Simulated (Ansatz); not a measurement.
## Structures of MnO2: which is lowest?

Plane-wave DFT in Ansatz with scalar-relativistic PAW potentials, cutoff 420 eV, Γ-centred meshes chosen by cell and gap, Gaussian smearing with energies taken to zero width. Every cell was relaxed (cell and atoms) in a run of its own, within the symmetry of its start. U_eff on d shells: Mn 3.9 eV. Functional: PBE+U+D3(BJ).

Relaxed structures (starts from databases or built by putting these elements on another compound's sites):
A. P4_2/m, 18 atoms in the computed cell, a = 9.457 Å, c = 2.911 Å; sites (symmetry × multiplicity) Mn 2/m.. × 2 + m.. × 4, O m.. × 4 + m.. × 4 + m.. × 4; start: database
B. R-3m, 3 atoms in the computed cell, a = 2.912 Å, c = 13.692 Å; sites (symmetry × multiplicity) Mn -3m × 3, O 3m × 6; start: database

Q: Rank them by energy. Could pressure change the order?

A:
```csv
structure,group,E − E(lowest) (meV/atom),V (Å³/atom),gap on mesh (eV)
B,R-3m,0.0,11.17,1.61
A,P4_2/m,6.0,14.46,1.13
```

B is lowest, 6 meV/atom under A. The lowest is also the densest of these, so pressure wouldn't bring one of the others in at first order. Other structures may lie lower than all of these, and vibrations aren't counted.

The state reached may not be the lowest one. Moments started parallel, and an antiferromagnetic order may lie lower. Magnetic cells started from one order each; another order can shift an energy by tens of meV per atom.